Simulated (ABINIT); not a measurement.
## GaN (F-43m): G0W0 in ABINIT against the exchange cutoff

Aim: move the exchange cutoff of a G0W0 run on GaN (F-43m) over a wide range.

Main program and level: ABINIT 10.8.3; LDA and many-body steps on it, plane waves.

**1. Set-up**

The structure is cubic, space group F-43m (No. 216). The conventional cell has a = 4.507 Å, b = 4.507 Å, c = 4.507 Å, α = 90.00°, β = 90.00°, γ = 90.00°. Nearest to Ga lie 4 N at 1.95 Å. N has 4 Ga at 1.95 Å nearest. Farther neighbours and most contacts between anions are not listed.

Structure file:

```cif
data_structure
_symmetry_space_group_name_H-M 'P 1'
_symmetry_Int_Tables_number 1
_cell_length_a 3.1869
_cell_length_b 3.1869
_cell_length_c 3.1869
_cell_angle_alpha 60.000
_cell_angle_beta 60.000
_cell_angle_gamma 60.000
_cell_volume 22.89
loop_
_atom_site_label
_atom_site_type_symbol
_atom_site_fract_x
_atom_site_fract_y
_atom_site_fract_z
_atom_site_occupancy
Ga1 Ga 0.00000 0.00000 0.00000 1
N2 N 0.75000 0.75000 0.75000 1
```

The cell and positions are those that the Materials Project relaxed with its own functionals (PBE, PBE+U or r2SCAN), kept fixed. This is not the form that GaN usually takes at ambient conditions.

**2. Screening, 4×4×4 mesh, 26 bands, screening to 130.6 eV**

This step: ABINIT 10.8.3; RPA screening on LDA, plane waves, norm-conserving pseudopotentials.

The RPA dielectric matrix is built and inverted for each q.

run.abi reads:

```
acell 3*1.0 Angstrom
rprim 
  0.000000000000 2.253500607500 2.253500607500
  2.253500607500 0.000000000000 2.253500607500
  2.253500607500 2.253500607500 0.000000000000
ntypat 2
znucl 31 7
natom 2
typat 1 2
xred 
  0.000000000000 0.000000000000 0.000000000000
  0.750000000000 0.750000000000 0.750000000000
pp_dirpath "pseudos"
pseudos "Ga.upf, N.upf"
ecut 36
ngkpt 4 4 4
nshiftk 1
shiftk 0 0 0
kptopt 1
chksymbreak 0
istwfk *1
occopt 1
irdwfk 1
optdriver 3
nband 26
ecuteps 4.8
inclvkb 2
awtr 1
symchi 1
indata_prefix "in"
outdata_prefix "out"
tmpdata_prefix "tmp"
```

Run with:

```sh
$ OMP_NUM_THREADS=1 mpirun -n 4 abinit run.abi > log
```

Log:

```text
.Version 10.8.3 of ABINIT. v10.8.2 released Aug 2026.

 Symmetries : space group F-4 3 m (#216); Bravais cF (face-center cubic)
[... echo of the input left out ...]
== DATASET  1 ==================================================================
-   mpi_nproc: 4, omp_nthreads: 1 (-1 if OMP is not activated)

--- !DatasetInfo
iteration_state: {dtset: 1, }
dimensions: {natom: 2, nkpt: 8, mband: 26, nsppol: 1, nspinor: 1, nspden: 1, mpw: 1639, }
cutoff_energies: {ecut:  36.0, pawecutdg:  -1.0, }
electrons: {nelect:   1.80000000E+01, charge:   0.00000000E+00, occopt:   1.00000000E+00, tsmear:   1.00000000E-02, }

 SCREENING: Calculation of the susceptibility and dielectric matrices

 Based on a program developped by R.W. Godby, V. Olevano, G. Onida, and L. Reining.
 Incorporated in ABINIT by V. Olevano, G.-M. Rignanese, and M. Torrent.
.Using double precision arithmetic ; gwpc =  8

[... cell and pseudopotentials left out ...]
--------------------------------------------------------------------------------

 ==== K-mesh for the wavefunctions ====
 Number of points in the irreducible wedge :     8
[... list of points left out ...]
 Together with 24 symmetry operations and time-reversal symmetry
 yields    64 points in the full Brillouin Zone.

 ==== Q-mesh for the screening function ====
 Number of points in the irreducible wedge :     8
[... list of points left out ...]
 Together with 24 symmetry operations and time-reversal symmetry
 yields    64 points in the full Brillouin Zone.

 setmesh: FFT mesh size selected  =    24x   24x   24
          total number of points  =        13824

 vcoul_init : cutoff-mode = AUXILIARY_FUNCTION
 q-points for optical limit:   1
     1)      0.000010    0.000020    0.000030

- screening: taking advantage of time-reversal symmetry
- Maximum band index for partially occupied states nbvw = 9
- Remaining bands to be divided among processors   nbcw = 17
- Number of bands treated by each node ~4

 Number of electrons calculated from density =   18.0000; Expected =   18.0000
 average of density, n =  0.116539
 r_s =    1.2700
 omega_plasma =   32.9300 [eV]

 calculating chi0 at frequencies [eV] :
  1    0.000000E+00    0.000000E+00
  2    0.000000E+00    3.293002E+01

--------------------------------------------------------------------------------
  q-point number  1        q = ( 0.000000, 0.000000, 0.000000) [r.l.u.]
--------------------------------------------------------------------------------
[... chi0 elements left out ...]
 For q-point:  0.000010 0.000020 0.000030
  dielectric constant =   8.9619
  dielectric constant without local fields =   9.5231

  Average fulfillment of the sum rule on Im[epsilon] for q-point    1 :     25.22  [%]
[... wings left out ...]
  q-point number  2        q = ( 0.250000, 0.000000, 0.000000) [r.l.u.]
--------------------------------------------------------------------------------
[... chi0 elements left out ...]
  Average fulfillment of the sum rule on Im[epsilon] for q-point    2 :     44.92  [%]

 [... 6 further q-points ...]
```

The job ended after 3.6 s (4 MPI ranks of Arm Neoverse V2, shared host; peak memory 0.37 GiB).

This step gave:

```yaml
eps_infinity_with_local_fields_on_this_mesh_along_the_program_s_q_direction: 8.962
the_same_without_local_fields: 9.523
plasma_frequency: 32.93 eV
plane_waves_in_the_screening_matrix: 65
```

Local fields lower ε∞ by 6 %. On a Γ-centred mesh this coarse the value itself is usually too large, while a short band sum pulls it down.

**3. 3.6 Ha**

This step: G0W0 on LDA, plane waves, norm-conserving pseudopotentials.

run.abi: that of step 2 with these lines changed.

```diff
@@ -23,8 +23,15 @@
 irdwfk 1
-optdriver 3
+optdriver 4
 nband 26
+gwcalctyp 0
+ecutsigx 3.6
+symsigma 1
+nkptgw 1
+kptgw 
+  0.0000000000 0.0000000000 0.0000000000
+bdgw 
+  7 13
 ecuteps 4.8
-inclvkb 2
-awtr 1
-symchi 1
+irdscr 1
+ppmodel 1
 indata_prefix "in"
```

Log:

```text
.Version 10.8.3 of ABINIT. v10.8.2 released Aug 2026.

 Symmetries : space group F-4 3 m (#216); Bravais cF (face-center cubic)
[... echo of the input left out ...]
== DATASET  1 ==================================================================
-   mpi_nproc: 4, omp_nthreads: 1 (-1 if OMP is not activated)

--- !DatasetInfo
iteration_state: {dtset: 1, }
dimensions: {natom: 2, nkpt: 8, mband: 26, nsppol: 1, nspinor: 1, nspden: 1, mpw: 1639, }
cutoff_energies: {ecut:  36.0, pawecutdg:  -1.0, }
electrons: {nelect:   1.80000000E+01, charge:   0.00000000E+00, occopt:   1.00000000E+00, tsmear:   1.00000000E-02, }

 SIGMA: Calculation of the GW corrections

 Based on a program developped by R.W. Godby, V. Olevano, G. Onida, and L. Reining.
 Incorporated in ABINIT by V. Olevano, G.-M. Rignanese, and M. Torrent.
.Using double precision arithmetic ; gwpc =  8

[... cell and pseudopotentials left out ...]
--------------------------------------------------------------------------------

 ==== K-mesh for the wavefunctions ====
 Number of points in the irreducible wedge :     8
[... list of points left out ...]
 Together with 24 symmetry operations and time-reversal symmetry
 yields    64 points in the full Brillouin Zone.

 ==== Q-mesh for screening function ====
 Number of points in the irreducible wedge :     8
[... list of points left out ...]
 Together with 24 symmetry operations and time-reversal symmetry
 yields    64 points in the full Brillouin Zone.

 vcoul_init : cutoff-mode = AUXILIARY_FUNCTION
 q-points for optical limit:   1
     1)      0.000010    0.000020    0.000030
 setmesh: FFT mesh size selected  =    24x   24x   24
          total number of points  =        13824

 Number of electrons calculated from density =   18.0000; Expected =   18.0000
 average of density, n =  0.116539
 r_s =    1.2700
 omega_plasma =   32.9300 [eV]

 === KS Band Gaps ===
  >>>> For spin  1
   Minimum direct gap =   1.7696 [eV], located at k-point      :   0.0000  0.0000  0.0000
   Fundamental gap    =   1.7696 [eV], Top of valence bands at :   0.0000  0.0000  0.0000
                                       Bottom of conduction at :   0.0000  0.0000  0.0000
 SIGMA fundamental parameters:
 PLASMON POLE MODEL  1
 number of plane-waves for SigmaX                   59
 number of plane-waves for SigmaC and W             59
 number of plane-waves for wavefunctions          1639
 number of bands                                    26
 number of independent spin polarizations            1
 number of spinorial components                      1
 number of k-points in IBZ                           8
 number of q-points in IBZ                           8
 number of symmetry operations                      24
 number of k-points in BZ                           64
 number of q-points in BZ                           64
 number of frequencies for dSigma/dE                 9
 frequency step for dSigma/dE [eV]                0.25
 number of omega for Sigma on real axis              0
 max omega for Sigma on real axis  [eV]           0.00
 zcut for avoiding poles [eV]                     0.10

 EPSILON^-1 parameters (SCR file):
 dimension of the eps^-1 matrix on file             65
 dimension of the eps^-1 matrix used                59
 number of plane-waves for wavefunctions          1639
 number of bands                                    26
 number of q-points in IBZ                           8
 number of frequencies                               2
 number of real frequencies                          1
 number of imag frequencies                          1

 matrix elements of self-energy operator (all in [eV])

 Perturbative Calculation

--- !SelfEnergy_ee
iteration_state: {dtset: 1, }
kpoint     : [   0.000,    0.000,    0.000, ]
spin       : 1
KS_gap     :    1.770
QP_gap     :    1.787
Delta_QP_KS:    0.018
data: !SigmaeeData |
     Band     E0 <VxcDFT>   SigX SigC(E0)      Z dSigC/dE  Sig(E)    E-E0       E
        7   4.956 -18.201 -19.777   3.713   0.791  -0.264 -16.511   1.691   6.646
        8   4.956 -18.201 -19.777   3.713   0.791  -0.264 -16.511   1.691   6.646
        9   4.956 -18.201 -19.777   3.713   0.791  -0.264 -16.511   1.691   6.646
       10   6.725 -14.263  -8.825  -3.342   0.815  -0.226 -12.554   1.708   8.434
       11  15.112 -12.737  -6.613  -4.175   0.829  -0.206 -11.121   1.616  16.728
       12  15.112 -12.737  -6.613  -4.175   0.829  -0.206 -11.121   1.616  16.728
       13  15.112 -12.737  -6.613  -4.175   0.829  -0.206 -11.121   1.616  16.728

== END DATASET(S) ==============================================================
================================================================================

 -outvars: echo values of variables after computation  --------
           etotal      0.0000000000E+00
            nband          26
             nkpt           8
          spgroup         216
 [... the other variables as echoed above ...]

 Calculation completed.
```

Elapsed: 2.1 s, on 4 MPI ranks; peak memory 0.09 GiB; 8 s of CPU time.

This step gave:

| Item | Value |
| --- | --- |
| G0W0 gap on the points computed | 1.788 eV |
| starting gap on the mesh | 1.770 eV |
| k of the valence top | 0, 0, 0 |
| k of the conduction bottom | 0, 0, 0 |
| Z at the valence top | 0.791 |
| Z at the conduction bottom | 0.815 |
| least direct G0W0 gap on the computed points | 1.788 eV |

**4. 7.2 Ha**

run.abi: that of step 3 with these lines changed.

```diff
@@ -26,3 +26,3 @@
 gwcalctyp 0
-ecutsigx 3.6
+ecutsigx 7.2
 symsigma 1
```

Log:

```text
.Version 10.8.3 of ABINIT. v10.8.2 released Aug 2026.

 Symmetries : space group F-4 3 m (#216); Bravais cF (face-center cubic)
[... echo of the input left out ...]
== DATASET  1 ==================================================================
-   mpi_nproc: 4, omp_nthreads: 1 (-1 if OMP is not activated)

--- !DatasetInfo
iteration_state: {dtset: 1, }
dimensions: {natom: 2, nkpt: 8, mband: 26, nsppol: 1, nspinor: 1, nspden: 1, mpw: 1639, }
cutoff_energies: {ecut:  36.0, pawecutdg:  -1.0, }
electrons: {nelect:   1.80000000E+01, charge:   0.00000000E+00, occopt:   1.00000000E+00, tsmear:   1.00000000E-02, }

 SIGMA: Calculation of the GW corrections

 Based on a program developped by R.W. Godby, V. Olevano, G. Onida, and L. Reining.
 Incorporated in ABINIT by V. Olevano, G.-M. Rignanese, and M. Torrent.
.Using double precision arithmetic ; gwpc =  8

[... cell and pseudopotentials left out ...]
--------------------------------------------------------------------------------

 ==== K-mesh for the wavefunctions ====
 Number of points in the irreducible wedge :     8
[... list of points left out ...]
 Together with 24 symmetry operations and time-reversal symmetry
 yields    64 points in the full Brillouin Zone.

 ==== Q-mesh for screening function ====
 Number of points in the irreducible wedge :     8
[... list of points left out ...]
 Together with 24 symmetry operations and time-reversal symmetry
 yields    64 points in the full Brillouin Zone.

 vcoul_init : cutoff-mode = AUXILIARY_FUNCTION
 q-points for optical limit:   1
     1)      0.000010    0.000020    0.000030
 setmesh: FFT mesh size selected  =    24x   24x   24
          total number of points  =        13824

 Number of electrons calculated from density =   18.0000; Expected =   18.0000
[...]
number of q-points in BZ                           64
 number of frequencies for dSigma/dE                 9
 frequency step for dSigma/dE [eV]                0.25
 number of omega for Sigma on real axis              0
 max omega for Sigma on real axis  [eV]           0.00
 zcut for avoiding poles [eV]                     0.10

 EPSILON^-1 parameters (SCR file):
 dimension of the eps^-1 matrix on file             65
 dimension of the eps^-1 matrix used                65
 number of plane-waves for wavefunctions          1639
 number of bands                                    26
 number of q-points in IBZ                           8
 number of frequencies                               2
 number of real frequencies                          1
 number of imag frequencies                          1

 matrix elements of self-energy operator (all in [eV])

 Perturbative Calculation

--- !SelfEnergy_ee
iteration_state: {dtset: 1, }
kpoint     : [   0.000,    0.000,    0.000, ]
spin       : 1
KS_gap     :    1.770
QP_gap     :    1.871
Delta_QP_KS:    0.101
data: !SigmaeeData |
     Band     E0 <VxcDFT>   SigX SigC(E0)      Z dSigC/dE  Sig(E)    E-E0       E
        7   4.956 -18.201 -20.598   3.716   0.791  -0.265 -17.158   1.043   5.999
        8   4.956 -18.201 -20.598   3.716   0.791  -0.265 -17.158   1.043   5.999
        9   4.956 -18.201 -20.598   3.716   0.791  -0.265 -17.158   1.043   5.999
       10   6.725 -14.263  -9.526  -3.332   0.815  -0.228 -13.118   1.144   7.870
       11  15.112 -12.737  -6.978  -4.174   0.829  -0.206 -11.423   1.314  16.425
       12  15.112 -12.737  -6.978  -4.174   0.829  -0.206 -11.423   1.314  16.425
       13  15.112 -12.737  -6.978  -4.174   0.829  -0.206 -11.423   1.314  16.425

== END DATASET(S) ==============================================================
================================================================================

 -outvars: echo values of variables after computation  --------
           etotal      0.0000000000E+00
            nband          26
             nkpt           8
          spgroup         216
 [... the other variables as echoed above ...]

 Calculation completed.
```

Run time: 2.1 s. Hardware: 4 MPI ranks; peak memory 0.09 GiB; 8.1 s of CPU time.

This step gave:

```
G0W0 gap on the points computed              : 1.871 eV
starting gap on the mesh                     : 1.770 eV
k of the valence top                         : 0, 0, 0
k of the conduction bottom                   : 0, 0, 0
Z at the valence top                         : 0.791
Z at the conduction bottom                   : 0.815
least direct G0W0 gap on the computed points : 1.871 eV
```

[end of part 1 of 2]

[Paths, hosts, dates, memory and timing lines, banners, echoed tables and standing remarks are left out of the program output.]

[Logs are printed without paths, hosts, clocks, repeated set-up lines and the standing remarks that a program may print on its own settings, such as how far it seeks lower states.]

[Runs of the session that timed out or met a known fault of the program may be left out.]

[Hosts, paths, dates, database ids (printed as entryN), source tags and the programs' standing remarks are cut or masked in the printed files.]

[G0W0 gaps are taken among the corrected bands and points alone; a level outside them can change the order at an edge.]

[Where Ansatz stands beside ABINIT at settings called matched, ABINIT's density can come from a denser mesh and the files from another edition; pairs whose starting gaps differed by over 0.03 eV were left out, so agreement reads better than it is.]
